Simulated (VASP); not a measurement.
# H6C2O in VASP: further runs, part 2 of 2

VASP 6.6.1. The steps go on from the part before.

## Step 3: Single point, PBE+D3(BJ)

File INCAR:

```
SYSTEM = H6C2O
PREC = Accurate
ENCUT = 520
EDIFF = 1E-6
ISMEAR = -1
SIGMA = 0.02
LREAL = Auto
LASPH = .TRUE.
NELM = 100
ALGO = Fast
ISIF = 2
LWAVE = .FALSE.
LCHARG = .FALSE.
GGA = PE
IVDW = 12
NBANDS = 64
```

File KPOINTS:

```
Automatic mesh
0
G
  1 1 1
  0 0 0
```

File POSCAR:

```
H6C2O
1.0
    7.0419250000      0.0000000000      0.0000000000
    0.0000000000      7.0419250000      0.0000000000
    0.0000000000      0.0000000000      7.0419250000
C O H
8 4 24
Direct
    0.5216613355      0.6656134509      0.4951202974
    0.4652705049      0.5572623963      0.3105258860
   -0.0584073247      0.3481008389      0.8790494077
   -0.0394636410      0.5503892757      0.9574654658
    1.0200619859     -0.0626249215      0.4618907472
    1.0666827608      0.1416090061      0.4141197187
    0.4954043106      0.1210180455      0.7487157276
    0.4148439525      0.0441498596      0.9391608119
    0.6100746600      0.4121458266      0.2937691043
   -0.2034812924      0.6602598011      1.0508206208
    1.1738125584      0.1665027674      0.2426893215
    0.5486283935      0.0710317136      1.0799461795
    0.5505738843      0.2893384976      0.2534534236
    0.3178250265      0.4710359738      0.2901053334
    0.4986704630      0.6696180377      0.2068042474
    0.4984290517      0.5808638973      0.6232812761
    0.6376665471      0.7476932799      0.4639356426
    0.4270707228      0.7668073716      0.5351377642
   -0.2455862566      0.5861891457      1.1503956660
    0.0424599808      0.5656265865      1.0833685391
    0.0169271897      0.6316312656      0.8260667360
    0.0837981092      0.2778217604      0.8446838045
   -0.1537931745      0.2515647355      0.9613138453
   -0.1431284769      0.3941251859      0.7625471728
    1.0734706774      0.1492489625      0.1471898664
    0.9370875151      0.2250662993      0.4017651423
    1.1716966596      0.1967075764      0.5176425480
    0.8796600361     -0.0940509875      0.5236068263
    0.9978521498     -0.1217848813      0.3147576834
    1.1468881023     -0.1501862062      0.5219169474
    0.6114947262     -0.0508667729      1.1146809999
    0.2794264352      0.1213872627      0.9612286413
    0.3575442794     -0.1038068426      0.9308392236
    0.5462000802     -0.0122693724      0.6681127675
    0.3755649201      0.1916379399      0.6595355673
    0.5814461245      0.2387557380      0.8038853012
```

Potentials or basis: VASP PAW PBE potentials, release 64 (C, O, H).

Run with:

```sh
cat potpaw_PBE.64/C/POTCAR potpaw_PBE.64/O/POTCAR potpaw_PBE.64/H/POTCAR > POTCAR
mpirun -np 1 vasp_gam > vasp.out
```

OUTCAR:

```text
SYSTEM = H6C2O
   PREC = Accurate
   ENCUT = 520
   EDIFF = 1E-6
   ISMEAR = -1
   LREAL = Auto
   LASPH = .TRUE.
   NELM = 100
   ISIF = 2
   GGA = PE
   IVDW = 12
 IVDW          = 12

 ion  position               nearest neighbor table
   1  0.522  0.666  0.495-  18 1.02  17 1.02  16 1.09   2 1.56
   2  0.465  0.557  0.311-  15 1.10  14 1.21   9 1.45   1 1.56
   3  0.942  0.348  0.879-  24 1.06  23 1.12  22 1.14   4 1.53
   4  0.961  0.550  0.957-  20 1.06  21 1.16   3 1.53  10 1.54
   5  0.020  0.937  0.462-  28 1.10  29 1.13  30 1.16   6 1.51
   6  0.067  0.142  0.414-  26 1.09  27 1.11  11 1.43   5 1.51
   7  0.495  0.121  0.749-  36 1.10  34 1.15  35 1.16   8 1.55
   8  0.415  0.044  0.939-  32 1.11  33 1.12  12 1.38   7 1.55
   9  0.610  0.412  0.294-  13 1.00   2 1.45
  10  0.797  0.660  0.051-  19 0.92   4 1.54
  11  0.174  0.167  0.243-  25 0.98   6 1.43
  12  0.549  0.071  0.080-  31 1.00   8 1.38
  13  0.551  0.289  0.253-   9 1.00
  14  0.318  0.471  0.290-   2 1.21
  15  0.499  0.670  0.207-   2 1.10
  16  0.498  0.581  0.623-   1 1.09
  17  0.638  0.748  0.464-   1 1.02
[... 17 lines left out ...]
  35  0.376  0.192  0.660-   7 1.16
  36  0.581  0.239  0.804-   7 1.10

  LATTYP: Found a simple cubic cell.
 ALAT       =     7.0419250000

  Lattice vectors:

 A1 = (   7.0419250000,   0.0000000000,   0.0000000000)
 A2 = (   0.0000000000,   7.0419250000,   0.0000000000)
 A3 = (   0.0000000000,   0.0000000000,   7.0419250000)

Analysis of symmetry for initial positions (statically):
=====================================================================
 Subroutine PRICEL returns:
 Original cell was already a primitive cell.

 Routine SETGRP: Setting up the symmetry group for a
 simple cubic supercell.

 Subroutine GETGRP returns: Found  1 space group operations
 (whereof  1 operations were pure point group operations)
 out of a pool of 48 trial point group operations.

The static configuration has the point symmetry C_1 .

[... 181 lines left out ...]
   GGA     = PE    functional components
   LHFCALC =     F    Hartree Fock is set to
   AEXX    =    0.0000 exact exchange contribution
   IVDW    =    12    specifies the selected vdW correction
   LEPSILON=     F    determine dielectric tensor
   LRPA    =     F    only Hartree local field effects (RPA)
 non-spin polarized calculation
 RMM-DIIS sequential band-by-band and
  energy-cutoff  :      520.00
  volume of cell :      349.20
 maximum number of plane-waves:      4718
 NGX is ok and might be reduce to    54
   NGX = 27   NGY = 27   NGZ = 27

 number of electron      80.0000002 magnetization

 Free energy of the ion-electron system (eV)
  ---------------------------------------------------
  ext. energy  EPLUGINS =         0.00000000
  ---------------------------------------------------
  free energy    TOTEN  =      -184.46511011 eV

  energy without entropy =     -184.46511011  energy(sigma->0) =     -184.46511011

 E-fermi :  -1.9091     XC(G=0):  -6.9108

 val. band max:       -2.4890431934   @ k =   0.0000   0.0000   0.0000
 cond. band min:       2.4246594429   @ k =   0.0000   0.0000   0.0000
 fundamental gap:      4.9137026364
 Fermi energy:        -1.9090798724

 k-point     1 :       0.0000    0.0000    0.0000
  band No.  band energies     occupation
      1     -22.4827      2.00000
      2     -22.1588      2.00000
      3     -21.7071      2.00000
      4     -21.3156      2.00000
      5     -15.2881      2.00000
      6     -15.2086      2.00000
[... 44 lines left out ...]
     51       5.4036      0.00000
     52       5.7887      0.00000
 [bands above 52 left out]

------------------------ aborting loop because EDIFF is reached ----------------------------------------

 Edisp (eV)   -1.44777

 E8    (eV) :    -0.3152

  FORCE on cell =-STRESS in cart. coord.  units (eV):
  Direction    XX          YY          ZZ          XY          YZ          ZX
  --------------------------------------------------------------------------------------
  -------------------------------------------------------------------------------------
  Total      -0.77226    -4.97861     3.93512     0.34415    -1.10342    -0.63837
  in kB      -3.54323   -22.84253    18.05486     1.57900    -5.06266    -2.92891
  external pressure =       -2.78 kB  Pullay stress =        0.00 kB

 VOLUME and BASIS-vectors are now :
 -----------------------------------------------------------------------------
  energy-cutoff  :      520.00
  volume of cell :      349.20
      direct lattice vectors                 reciprocal lattice vectors
     7.041925000  0.000000000  0.000000000     0.142006625  0.000000000  0.000000000
     0.000000000  7.041925000  0.000000000     0.000000000  0.142006625  0.000000000
     0.000000000  0.000000000  7.041925000     0.000000000  0.000000000  0.142006625

 POSITION                                       TOTAL-FORCE (eV/Angst)
 -----------------------------------------------------------------------------------
      3.67350      4.68720      3.48660        -2.576177     -3.460176     -0.331733
      3.27640      3.92420      2.18670        -0.464126     -0.921998      0.892011
      6.63063      2.45130      6.19020        -0.621357      0.187421      1.112705
      6.76402      3.87580      6.74240         0.313694      1.422680      0.532758
      0.14128      6.60092      3.25260         0.854871     -1.758938     -1.705002
      0.46958      0.99720      2.91620         1.046769      0.426077      1.314228
[... 28 lines left out ...]
      2.64470      1.34950      4.64440         1.237285     -0.878971      0.812046
      4.09450      1.68130      5.66090         0.714818     -0.435383     -0.967729
 -----------------------------------------------------------------------------------
    total drift:                               -0.016562      0.000846     -0.001259

  FREE ENERGIE OF THE ION-ELECTRON SYSTEM (eV)
  ---------------------------------------------------
  free  energy   TOTEN  =      -185.9128839813 eV

  energy  without entropy=     -185.9128839813  energy(sigma->0) =     -185.91288398
```

stdout:

```text
POSCAR found type information on POSCAR C O H
 POSCAR found :  3 types and      36 ions
 scaLAPACK will be used
 LDA part: xc-table for (Slater+PW92), standard interpolation
 POSCAR, INCAR and KPOINTS ok, starting setup
 FFT: planning ... GRIDC
 FFT: planning ... GRID_SOFT
 FFT: planning ... GRID
 WAVECAR not read
 entering main loop
```

It took 69 s on 1 thread of Intel Xeon Platinum 8375C at 2.90GHz (Ice Lake), shared host; peak memory 0.37 GiB.

Results:

- Free energy: -185.9129 eV
- Pressure: -0.3 GPa
- Largest force: 4.752 eV/Å
- Band gap on the k mesh: 4.91 eV, direct
- Dispersion energy per atom: -0.040 eV

Forces in eV/Å, atoms in the order of the input:
```
C   -2.576 -3.460 -0.332
C   -0.464 -0.922  0.892
C   -0.621  0.187  1.113
C    0.314  1.423  0.533
C    0.855 -1.759 -1.705
C    1.047  0.426  1.314
C   -2.042 -1.031 -0.423
C   -1.964 -0.322 -2.200
O   -0.242 -0.942 -0.296
O    1.102  1.285 -4.441
O   -1.004 -0.428 -0.483
O    1.154 -0.811  1.821
H    0.485  0.781 -0.119
H    1.834  2.032  0.530
H   -0.901 -0.448 -0.830
H    1.458 -0.577  0.109
H    2.925  0.615  0.063
H   -2.805  2.650  0.037
H   -0.891 -2.395  2.277
H    2.009 -0.349  0.222
H   -0.645 -0.028  1.794
H   -1.283  0.918  0.089
H    0.630  0.255  0.041
H   -0.398 -1.052 -1.806
H    0.661  0.116 -0.212
H   -0.254  0.399  0.418
H   -0.860  0.286  0.210
H    0.484  0.425  0.676
H    0.157 -0.264  0.531
H   -1.597  1.043 -0.327
H   -0.421  0.757 -0.469
H    0.693  0.239  0.636
H    0.697  0.184 -0.031
H    0.510  2.081  0.524
H    1.237 -0.879  0.812
H    0.715 -0.435 -0.968
```

Stress tensor (GPa, compression positive):
```
-0.35  0.16 -0.29
 0.16 -2.28 -0.51
-0.29 -0.51  1.81
```

Levels at points of the mesh, in eV from the valence-band top:
| k point | band 37 | band 38 | band 39 | band 40 | band 41 | band 42 | band 43 | band 44 |
| --- | --- | --- | --- | --- | --- | --- | --- | --- |
| (0.00, 0.00, 0.00) | -0.49 | -0.29 | -0.08 | 0.00 | 4.91 | 6.09 | 6.40 | 6.53 |
